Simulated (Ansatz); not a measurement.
# Quick settings and what they miss: ZrO₂ (P2_1/c, 12 atoms in the cell)

Self-consistent single point.

```xyz
12
Lattice="5.1014 0.0000 0.0000 0.0000 5.1748 0.0000 -0.8650 0.0000 5.2039" Properties=species:S:1:pos:R:3 pbc="T T T"
Zr     3.0082     4.9567     4.1132
Zr     1.2283     0.2181     1.0907
Zr     0.7958     2.3693     3.6927
Zr     3.4407     2.8055     1.5112
O     -0.3768     0.8605     4.3912
O      4.6133     4.3143     0.8127
O      4.1808     3.4479     3.4147
O      0.0557     1.7269     1.7893
O      2.7908     1.3321     0.1114
O      1.4456     3.8427     5.0926
O      1.8781     3.9195     2.4906
O      2.3584     1.2553     2.7133
```

Computed with PBE, PAW files (plane waves; Ansatz, a program for electronic structure).

Base settings: basis.ecutwfc = 420 eV; kpoints.mp_grid.grid = 4 4 4; hamiltonian.xc = pbe; hamiltonian.pseudopotentials = {kind: paw} (the program's default PAW files); scf.occupations.method = fermi_dirac; scf.occupations.width = 0.02 eV.

Tight run (finer mesh or higher cutoff; not a proven limit): basis.ecutwfc: 420 eV → 590 eV; kpoints.mp_grid.grid: 4 4 4 → 6 6 6; scf.convergence.dr2_threshold: default (1e-07 eV) → 1e-09 eV. It gave top of the valence band (on the code's own zero) 10.80 eV; gap on the k-point mesh 3.77 eV; pressure 11.12 GPa; largest force (vector length) 0.225 eV/Å.

Quick runs, as changes from the base:
- A: the base itself
- B: basis.ecutwfc: 420 eV → 335 eV; kpoints.mp_grid.grid: 4 4 4 → 2 2 2; scf.occupations.method: fermi_dirac → gaussian; scf.occupations.width: 0.02 eV → 0.5 eV; scf.convergence.dr2_threshold: default (1e-07 eV) → 0.0001 eV
- C: basis.ecutwfc: 420 eV → 335 eV; kpoints.mp_grid.grid: 4 4 4 → 6 6 6; kpoints.mp_grid.shift: default → 0.5 0.5 0.5
- D: basis.ecutwfc: 420 eV → 250 eV; kpoints.mp_grid.grid: 4 4 4 → 3 3 3
- E: kpoints.mp_grid.shift: default → 0.5 0.5 0.5

Gaps are read on each run's own mesh, which may miss the band edges.

The count of work is k-points × plane waves × bands × iterations; it is no time. 

Pressures in the table are Ansatz's without its Pulay estimate, at a fixed set of plane waves; the tight run's value above holds the estimate.

The starting cell comes from a database of computed structures (which also holds hypothetical and non-ambient phases and stackings), without a prior relaxation at this level. Its lattice was rescaled by a random factor within 2.5 % of one. In the base run, with a pressure of about 11 GPa the cell is away from its equilibrium volume at this level.

| run | energy less tight (meV/atom) | pressure less tight (GPa) | largest miss in a force vector (eV/Å) | gap on the mesh less tight (eV) | count of work / tight |
|---|---|---|---|---|---|
| A | 2.3 | -0.37 | 0.001 | 0.000 | 0.18 |
| B | 71.4 | -7.55 | 0.032 | -0.011 | 0.032 |
| C | 69.4 | -7.69 | 0.023 | 0.082 | 0.23 |
| D | 974.8 | -66.85 | 0.168 | 0.145 | 0.028 |
| E | 2.3 | -0.37 | 0.001 | 0.186 | 0.098 |

Among the runs at the tight run's level, the energy misses run from 2.3 to 974.8 meV/atom.

Left out of this page: 1 run of the series outside the window shown, repeating another row's setting, or not comparable.

Keys are those of Ansatz 0.2.
